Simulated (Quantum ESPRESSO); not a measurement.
# Au (Fm-3m) in Quantum ESPRESSO: convergence with density cutoff

Aim: find how far density cutoff must go before the results for Au settle, at LDA. This setting moves, with any that are tied to it; all else stays.

All numbers are computed with Quantum ESPRESSO 7.5; they aren't measurements. Logs are shortened: lines on timing, memory, paths and dates and some standing lists are left out, and cuts for length are marked.

## Step 1: The crystal as given

It takes space group Fm-3m (No. 225, cubic). Conventional cell: a = 4.070 Å, b = 4.070 Å, c = 4.070 Å, α = 90.00°, β = 90.00°, γ = 90.00°. Au (site symmetry m-3m) is surrounded by 12 Au at 2.88 Å.

## Step 2: With density cutoff 180 Ry

Input file pw.in:

```
&CONTROL
  calculation = 'scf'
  prefix = 'pwscf'
  outdir = './tmp'
  pseudo_dir = './pseudo'
  tprnfor = .true.
  tstress = .true.
  disk_io = 'nowf'
/
&SYSTEM
  ibrav = 0
  nat = 1
  ntyp = 1
  ecutwfc = 45
  ecutrho = 180
  nbnd = 11
  occupations = 'smearing'
  smearing = 'fd'
  degauss = 0.00734986
/
&ELECTRONS
  conv_thr = 2d-10
  electron_maxstep = 120
  mixing_beta = 0.5
/
ATOMIC_SPECIES
Au   196.9666 au_lda_v1.uspp.F.UPF
CELL_PARAMETERS angstrom
   0.0000000000    2.0350000000    2.0350000000
   2.0350000000    0.0000000000    2.0350000000
   2.0350000000    2.0350000000    0.0000000000
ATOMIC_POSITIONS crystal
Au     0.0000000000    0.0000000000    0.0000000000
K_POINTS automatic
11 11 11 0 0 0
```

Potentials or basis: GBRV 1.5 LDA.

Started as:

```bash
$ OMP_NUM_THREADS=1 pw.x -in pw.in > pw.out
```

Wall time 3.8 s (1 thread of Intel Xeon 6975P-C (Granite Rapids), shared host); peak memory 0.06 GiB.

Results:

- Free energy: -1563.5382 eV
- Pressure: -3.6 GPa
- Band gap on the k mesh: none (metal or under the smearing width)

## Step 3: With density cutoff 225 Ry

pw.in, as its differences from that of step 2:

```diff
@@ -14,3 +14,3 @@
   ecutwfc = 45
-  ecutrho = 180
+  ecutrho = 225
   nbnd = 11
```

Potentials or basis: GBRV 1.5 LDA.

Started as:

```bash
$ OMP_NUM_THREADS=1 pw.x -in pw.in > pw.out
```

Run time: 4.3 s. Hardware: 1 thread of Intel Xeon 6975P-C (Granite Rapids), shared host; peak memory 0.07 GiB.

Results:

| Item | Value |
| --- | --- |
| Free energy | -1563.5382 eV |
| Pressure | -3.6 GPa |
| Band gap on the k mesh | none (metal or under the smearing width) |

## Step 4: With density cutoff 270 Ry

pw.in, as its differences from that of step 3:

```diff
@@ -14,3 +14,3 @@
   ecutwfc = 45
-  ecutrho = 225
+  ecutrho = 270
   nbnd = 11
```

Started as:

```bash
$ OMP_NUM_THREADS=1 pw.x -in pw.in > pw.out
```

Run time: 5.4 s. Hardware: 1 thread of Intel Xeon 6975P-C (Granite Rapids), shared host; peak memory 0.09 GiB.

Results:

```
Free energy            : -1563.5382 eV
Pressure               : -3.6 GPa
Band gap on the k mesh : none (metal or under the smearing width)
```

## Step 5: With density cutoff 315 Ry

pw.in, as its differences from that of step 4:

```diff
@@ -14,3 +14,3 @@
   ecutwfc = 45
-  ecutrho = 270
+  ecutrho = 315
   nbnd = 11
```

Started as:

```bash
$ OMP_NUM_THREADS=1 pw.x -in pw.in > pw.out
```

Run time: 5.6 s. Hardware: 1 thread of Intel Xeon 6975P-C (Granite Rapids), shared host; peak memory 0.11 GiB.

What came out:

| Quantity | Value |
| --- | --- |
| Free energy | -1563.5382 eV |
| Pressure | -3.6 GPa |
| Band gap on the k mesh | none (metal or under the smearing width) |

## Step 6: With density cutoff 360 Ry

pw.in, as its differences from that of step 5:

```diff
@@ -14,3 +14,3 @@
   ecutwfc = 45
-  ecutrho = 315
+  ecutrho = 360
   nbnd = 11
```

Potentials or basis: GBRV 1.5 LDA.

Started as:

```bash
$ OMP_NUM_THREADS=1 pw.x -in pw.in > pw.out
```

It took 5.6 s on 1 thread of Intel Xeon 6975P-C (Granite Rapids), shared host; peak memory 0.12 GiB.

It converged, with:

* Free energy: -1563.5383 eV
* Pressure: -3.6 GPa
* Band gap on the k mesh: none (metal or under the smearing width)

## Step 7: With density cutoff 450 Ry

pw.in, as its differences from that of step 6:

```diff
@@ -14,3 +14,3 @@
   ecutwfc = 45
-  ecutrho = 360
+  ecutrho = 450
   nbnd = 11
```

Started as:

```bash
$ OMP_NUM_THREADS=1 pw.x -in pw.in > pw.out
```

Wall time 6.6 s (1 thread of Intel Xeon 6975P-C (Granite Rapids), shared host); peak memory 0.15 GiB.

It converged, with:

```
Free energy            : -1563.5382 eV
Pressure               : -3.6 GPa
Band gap on the k mesh : none (metal or under the smearing width)
```

## Step 8: With density cutoff 540 Ry

pw.in, as its differences from that of step 7:

```diff
@@ -14,3 +14,3 @@
   ecutwfc = 45
-  ecutrho = 450
+  ecutrho = 540
   nbnd = 11
```

Started as:

```bash
$ OMP_NUM_THREADS=1 pw.x -in pw.in > pw.out
```

It took 7.2 s on 1 thread of Intel Xeon 6975P-C (Granite Rapids), shared host; peak memory 0.19 GiB.

Results (log left out):

```yaml
Free_energy: -1563.5382 eV
Pressure: -3.6 GPa
Band_gap_on_the_k_mesh: none (metal or under the smearing width)
```

## Step 9: With density cutoff 720 Ry

pw.in, as its differences from that of step 8:

```diff
@@ -14,3 +14,3 @@
   ecutwfc = 45
-  ecutrho = 540
+  ecutrho = 720
   nbnd = 11
```

Potentials or basis: GBRV 1.5 LDA.

Started as:

```bash
$ OMP_NUM_THREADS=1 pw.x -in pw.in > pw.out
```

pw.out:

```text
This program is part of the open-source Quantum ESPRESSO suite
     for quantum simulation of materials; please cite
[... 6 lines left out ...]
     using ibrav=0 with symmetry is DISCOURAGED, use correct ibrav instead

     G-vector sticks info
     --------------------
     sticks:   dense  smooth     PW     G-vecs:    dense   smooth      PW
     Sum        1483     367    121                37117     4645     893

     Using Slab Decomposition

     bravais-lattice index     =            0
     lattice parameter (alat)  =       5.4385  a.u.
     unit-cell volume          =     113.7417 (a.u.)^3
     number of atoms/cell      =            1
     number of atomic types    =            1
     number of electrons       =        11.00
     number of Kohn-Sham states=           11
     kinetic-energy cutoff     =      45.0000  Ry
     charge density cutoff     =     720.0000  Ry
     scf convergence threshold =      2.0E-10
     mixing beta               =       0.5000
     number of iterations used =            8  plain     mixing
     Exchange-correlation= SLA  PZ   NOGX NOGC
                           (   1   1   0   0   0   0   0)

     celldm(1)=   5.438489  celldm(2)=   0.000000  celldm(3)=   0.000000
     celldm(4)=   0.000000  celldm(5)=   0.000000  celldm(6)=   0.000000

     crystal axes: (cart. coord. in units of alat)
               a(1) = (   0.000000   0.707107   0.707107 )
               a(2) = (   0.707107   0.000000   0.707107 )
               a(3) = (   0.707107   0.707107   0.000000 )

     reciprocal axes: (cart. coord. in units 2 pi/alat)
               b(1) = ( -0.707107  0.707107  0.707107 )
               b(2) = (  0.707107 -0.707107  0.707107 )
               b(3) = (  0.707107  0.707107 -0.707107 )

     PseudoPot. # 1 for Au read from file:
     au_lda_v1.uspp.F.UPF
     Pseudo is Ultrasoft + core correction, Zval = 11.0
     Generated by new atomic code, or converted to UPF format
     Using radial grid of  985 points,  7 beta functions with:
[... 27 lines left out ...]
        k(    5) = (   0.2571297   0.2571297  -0.2571297), wk =   0.0120210
        k(    6) = (   0.3214122   0.3214122  -0.3214122), wk =   0.0120210
[... 48 lines left out ...]
        k(   55) = (  -0.0642824  -0.4499770   0.7071068), wk =   0.0360631
        k(   56) = (   0.0000000  -0.3856946   0.6428243), wk =   0.0360631

     Dense  grid:    37117 G-vectors     FFT dimensions: (  48,  48,  48)

     Smooth grid:     4645 G-vectors     FFT dimensions: (  24,  24,  24)

     Initial potential from superposition of free atoms

     starting charge      10.9999, renormalised to      11.0000
     Starting wfcs are    9 randomized atomic wfcs +    2 random wfcs

     Self-consistent Calculation

     iteration #  1     ecut=    45.00 Ry     beta= 0.50
     Davidson diagonalization with overlap
     ethr =  1.00E-02,  avg # of iterations =  5.2

     Threshold (ethr) on eigenvalues was too large:
     Diagonalizing with lowered threshold

     Davidson diagonalization with overlap
     ethr =  6.74E-04,  avg # of iterations =  1.2

     total energy              =    -114.89757777 Ry
     estimated scf accuracy    <       0.07313954 Ry
[... 12 lines left out ...]
     total energy              =    -114.91790009 Ry
     estimated scf accuracy    <       0.00030509 Ry

     iteration #  4     ecut=    45.00 Ry     beta= 0.50
     Davidson diagonalization with overlap
     c_bands:  1 eigenvalues not converged
     ethr =  2.77E-06,  avg # of iterations =  7.8

     total energy              =    -114.91793343 Ry
     estimated scf accuracy    <       0.00001821 Ry

     iteration #  5     ecut=    45.00 Ry     beta= 0.50
     Davidson diagonalization with overlap
     ethr =  1.66E-07,  avg # of iterations =  2.2
[... 18 lines left out ...]
     iteration #  8     ecut=    45.00 Ry     beta= 0.50
     Davidson diagonalization with overlap
     ethr =  1.91E-11,  avg # of iterations =  2.0

     End of self-consistent calculation

          k = 0.0000 0.0000 0.0000 (   561 PWs)   bands (ev):

     5.4332  10.7437  10.7437  10.7437  12.3041  12.3041  30.0868  34.1102
    34.1102  34.1102  36.9505
[... 273 lines left out ...]
     9.4366   9.9666  10.5548  12.1849  13.7599  19.6535  21.4015  22.3833
    25.6072  36.7424  36.9479

     the Fermi energy is    15.5042 ev

!    total energy              =    -114.91793751 Ry
     estimated scf accuracy    <          5.3E-13 Ry
     smearing contrib. (-TS)   =      -0.00049320 Ry
     internal energy E=F+TS    =    -114.91744430 Ry

     The total energy is F=E-TS. E is the sum of the following terms:
     one-electron contribution =      11.07648336 Ry
     hartree contribution      =       8.25759231 Ry
     xc contribution           =     -62.12111519 Ry
     ewald contribution        =     -72.13040479 Ry

     convergence has been achieved in   8 iterations

     Forces acting on atoms (cartesian axes, Ry/au):

     atom    1 type  1   force =     0.00000000    0.00000000    0.00000000

     Total force =     0.000000     Total SCF correction =     0.000000

     Computing stress (Cartesian axis) and pressure

          total   stress  (Ry/bohr**3)                   (kbar)     P=      -36.11
  -0.00024544   0.00000000   0.00000000          -36.11        0.00        0.00
   0.00000000  -0.00024544   0.00000000            0.00      -36.11        0.00
   0.00000000   0.00000000  -0.00024544            0.00        0.00      -36.11

=------------------------------------------------------------------------------=
   JOB DONE.
=------------------------------------------------------------------------------=
```

It took 10 s on 1 thread of Intel Xeon 6975P-C (Granite Rapids), shared host; peak memory 0.27 GiB.

Results:

```
Free energy            : -1563.5382 eV
Pressure               : -3.6 GPa
Band gap on the k mesh : none (metal or under the smearing width)
```

## Step 10: Summary

```csv
density cutoff,"energy less the tightest run, at zero smearing (meV/atom)",SCF cycles,CPU time (s),peak memory (GiB)
180 Ry,0.01,8,3.8,0.06
225 Ry,-0.02,8,4.3,0.07
270 Ry,0.00,8,5.4,0.09
315 Ry,-0.01,8,5.6,0.11
360 Ry,-0.07,8,5.6,0.12
450 Ry,0.00,8,6.6,0.15
540 Ry,0.00,8,7.2,0.19
720 Ry,0.00,8,10,0.27
```

Against the tightest run, the energy stays within 1 meV/atom from 180 Ry on. The tightest run that finished is the yardstick and may itself not be fully converged.
